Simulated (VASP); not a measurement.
## VASP 6.6.1 run: SrCl2

INCAR

```
NBANDS = 19
ISIF = 2
PREC = Accurate
ENCUT = 520
LWAVE = .FALSE.
GGA = PE
LREAL = .FALSE.
NSW = 0
LASPH = .FALSE.
LCHARG = .FALSE.
SIGMA = 0.02
ISMEAR = -1
ISYM = -1
NELM = 120
IBRION = -1
EDIFF = 1E-7
```

KPOINTS

```
KPOINTS created by Atomic Simulation Environment
0
Monkhorst-Pack
4 4 4
0 0 0
```

POSCAR

```
Sr Cl
 1.0000000000000000
     0.0000000000000000    3.4977180852999998    3.4977180852999998
     3.4802294948000001    0.0000000000000000    3.4977180852999998
     3.4802294948000001    3.4977180852999998    0.0000000000000000
 Sr  Cl
   1   2
Cartesian
  0.0000000000000000  0.0000000000000000  0.0000000000000000
  1.7401147473999998  1.7488590426499997  1.7488590426499997
  5.2203442422000004  5.2465771279499984  5.2465771279499984
```

The recommended PBE PAW datasets give the neutral cell 24 valence electrons.

Command

```
mpirun -np 1 vasp_std
```

OSZICAR

```
N       E                     dE             d eps       ncg     rms          rms(c)
DAV:   1     0.141253637473E+03    0.14125E+03   -0.11457E+04  2432   0.113E+03
DAV:   2    -0.377481595275E+01   -0.14503E+03   -0.14048E+03  3182   0.220E+02
DAV:   3    -0.127759892993E+02   -0.90012E+01   -0.89722E+01  3246   0.550E+01
DAV:   4    -0.130586064117E+02   -0.28262E+00   -0.28222E+00  3945   0.854E+00
DAV:   5    -0.130614434460E+02   -0.28370E-02   -0.28366E-02  3285   0.863E-01    0.128E+01
DAV:   6    -0.127656216021E+02    0.29582E+00   -0.59197E-01  2833   0.432E+00    0.825E+00
DAV:   7    -0.127753221294E+02   -0.97005E-02   -0.36252E-01  3274   0.362E+00    0.214E+00
DAV:   8    -0.127813926471E+02   -0.60705E-02   -0.53720E-02  2703   0.128E+00    0.408E-01
DAV:   9    -0.127823754908E+02   -0.98284E-03   -0.19622E-03  3104   0.264E-01    0.147E-01
DAV:  10    -0.127837349411E+02   -0.13595E-02   -0.95192E-04  2555   0.181E-01    0.368E-02
DAV:  11    -0.127838336812E+02   -0.98740E-04   -0.66389E-05  3194   0.460E-02    0.418E-02
DAV:  12    -0.127838555867E+02   -0.21906E-04   -0.23921E-05  2573   0.249E-02    0.586E-03
DAV:  13    -0.127838566237E+02   -0.10369E-05   -0.12574E-06  3231   0.639E-03    0.462E-03
DAV:  14    -0.127838566290E+02   -0.53528E-08   -0.39247E-07  2514   0.392E-03
   1 F= -.12783857E+02 E0= -.12783857E+02  d E =-.763957E-12
```

From OUTCAR

```
k-points           NKPTS =     64   k-points in BZ     NKDIM =     64   number of bands    NBANDS=     19

   NELECT =      24.0000    total number of electrons

   dimension x,y,z NGX =    40 NGY =   40 NGZ =   40
   dimension x,y,z NGXF=    80 NGYF=   80 NGZF=   80

  energy-cutoff  :      520.00
  volume of cell :       85.15
      direct lattice vectors                 reciprocal lattice vectors
     0.000000000  3.497718085  3.497718085    -0.143668686  0.142950343  0.142950343
     3.480229495  0.000000000  3.497718085     0.143668686 -0.142950343  0.142950343
     3.480229495  3.497718085  0.000000000     0.143668686  0.142950343 -0.142950343

 k-points in reciprocal lattice and weights: KPOINTS created by Atomic Simulation Env
   0.12500000  0.12500000  0.12500000       0.016
   0.37500000  0.12500000  0.12500000       0.016
  -0.37500000  0.12500000  0.12500000       0.016
  -0.12500000  0.12500000  0.12500000       0.016
   0.12500000  0.37500000  0.12500000       0.016
   0.37500000  0.37500000  0.12500000       0.016
  -0.37500000  0.37500000  0.12500000       0.016
  -0.12500000  0.37500000  0.12500000       0.016
   ...

 E-fermi :   0.5202

 k-point     1 :       0.1250    0.1250    0.1250
  band No.  band energies     occupation
      1     -32.7638      2.00000
      2     -14.8065      2.00000
      3     -14.7570      2.00000
      4     -14.7561      2.00000
      5     -13.0740      2.00000
      6     -12.3533      2.00000
      7      -1.9299      2.00000
      8      -1.9205      2.00000
      9      -1.8736      2.00000
     10      -0.3917      2.00000
     11      -0.3013      2.00000
     12      -0.2752      2.00000
     13       5.8093      0.00000
     14       6.3390      0.00000
     15       6.3697      0.00000
     16       8.3873      0.00000
     17       8.9489      0.00000
     18       8.9498      0.00000
     19       9.7714      0.00000

 k-point     2 :       0.3750    0.1250    0.1250
  band No.  band energies     occupation
      1     -32.7620      2.00000
      2     -14.9471      2.00000
      3     -14.7929      2.00000
      4     -14.7625      2.00000
      5     -12.7845      2.00000
      6     -12.4519      2.00000
      7      -1.9151      2.00000
      8      -1.5391      2.00000
      9      -1.3152      2.00000
     10      -1.1688      2.00000
     11      -0.8239      2.00000
     12      -0.2376      2.00000
     13       6.5377      0.00000
     14       6.7666      0.00000
     15       6.9191      0.00000
     16       8.1141      0.00000
     17       8.3608      0.00000
     18       8.8866      0.00000
     19       9.7724      0.00000

 k-point     3 :      -0.3750    0.1250    0.1250
  band No.  band energies     occupation
      1     -32.7610      2.00000
      2     -15.0167      2.00000
      3     -14.8032      2.00000
      4     -14.7706      2.00000
      5     -12.7149      2.00000
      6     -12.4217      2.00000
      7      -1.7184      2.00000
      8      -1.6067      2.00000
      9      -1.5110      2.00000
     10      -0.8272      2.00000
     11      -0.7820      2.00000
     12      -0.6627      2.00000
     13       6.6110      0.00000
     14       6.9433      0.00000
     15       7.5245      0.00000
     16       8.1019      0.00000
     17       8.5848      0.00000
     18       8.8964      0.00000
     19       9.0262      0.00000

 ...

  Total        0.6010708      0.4643260      0.4643266     -0.0000965     -0.0000825     -0.0000901
  in kB       11.3091174      8.7362710      8.7362819     -0.0018159     -0.0015515     -0.0016953
  external PRESSURE =       9.5938901 kB  Pullay stress =       0.0000000 kB

 POSITION                                       TOTAL-FORCE (eV/Angst)
 -----------------------------------------------------------------------------------
      0.00000      0.00000      0.00000         0.000000     -0.000002     -0.000000
      1.74011      1.74886      1.74886        -0.000015     -0.000012     -0.000008
      5.22034      5.24658      5.24658         0.000014      0.000014      0.000008
 -----------------------------------------------------------------------------------
    total drift:                               -0.000001      0.000004      0.000000

  FREE ENERGIE OF THE ION-ELECTRON SYSTEM (eV)
  ---------------------------------------------------
  free  energy   TOTEN  =       -12.7838566290 eV

  energy  without entropy=      -12.7838566290  energy(sigma->0) =      -12.78385663
```

It converged. Results: gap between bands v and c on the k mesh 5.79 eV; least direct gap on the k mesh 5.80 eV; pressure 1.0 GPa. Band v is the last that the valence electrons fill when counted band by band, and c is the next.

These settings aren't sound, so the numbers aren't properties of the crystal. The shifted mesh misses Γ, so a band edge there is missed.

On sound settings PBE gives a gap of 5.31 eV on its mesh and a pressure of 1.0 GPa for the intended cell.

The run took about 98 s on one core of a shared host (Intel Xeon Platinum 8488C) and held 0.26 GiB at most.
